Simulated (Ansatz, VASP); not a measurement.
## Sn in VASP and in Ansatz

Contents of INCAR:

```
PREC = Accurate ; ENCUT = 520
EDIFF = 1E-6 ; ISMEAR = 0
SIGMA = 0.05 ; LREAL = False
LASPH = True ; NELM = 100
ALGO = Normal ; ISIF = 2
LWAVE = False ; LCHARG = False
GGA = PE ; NBANDS = 13
```

The input KPOINTS:

```
regular mesh
0
Gamma
  16 16 16
```

The input POSCAR:

```
Sn
1.0
   -1.7265390000      1.7755470000      2.3383420000
    1.7265390000     -1.7755470000      2.3383420000
    1.7265390000      1.7755470000     -2.3383420000
Sn
1
Direct
    0.0000000000      0.0000000000      0.0000000000
```

Input for Ansatz:

```yaml
crystal:
  lattice:
    - [-1.726539, 1.775547, 2.338342]
    - [1.726539, -1.775547, 2.338342]
    - [1.726539, 1.775547, -2.338342]
  atoms:
    - { symbol: Sn, position: [0.0, 0.0, 0.0] }
basis:
  ecutwfc: 420
kpoints:
  mp_grid: { grid: [16, 16, 16] }
hamiltonian:
  xc: pbe
scf:
  occupations: { method: gaussian, width: 0.05 }
output:
  forces: true
  eigenvalues: true
  eigenstates:
    nscf_kmesh: { grid: [18, 18, 18] }
    top_band: c6
    de_dk: true
    localisation: false
  stress: true
checkpoint:
  write: ck
  compress: false
  write_wavefunctions: false
  write_every: 100000
```

This isn't the form of Sn at room conditions, which is tetragonal (white tin).

Alike in both runs: task single point; functional PBE; k mesh 16 × 16 × 16; occupations gaussian, width 0.05 eV; no spin polarisation.

|  | VASP | Ansatz |
| --- | --- | --- |
| version | VASP 6.6.1 | Ansatz 0.2.0 |
| potentials or method | VASP PAW PBE potentials, release 64 (Sn_d) | scalar-relativistic, plane waves, PAW |
| plane-wave cutoff (eV) | 520 | 420 |
| valence electrons in the cell | 14 | 14 |

|  | VASP | Ansatz | Ansatz less VASP |
| --- | --- | --- | --- |
| pressure (GPa) | -1.0 | -1.0 | +0.04 |
| largest component of the traceless stress (GPa) | 0.36 | 0.37 | +0.002 |
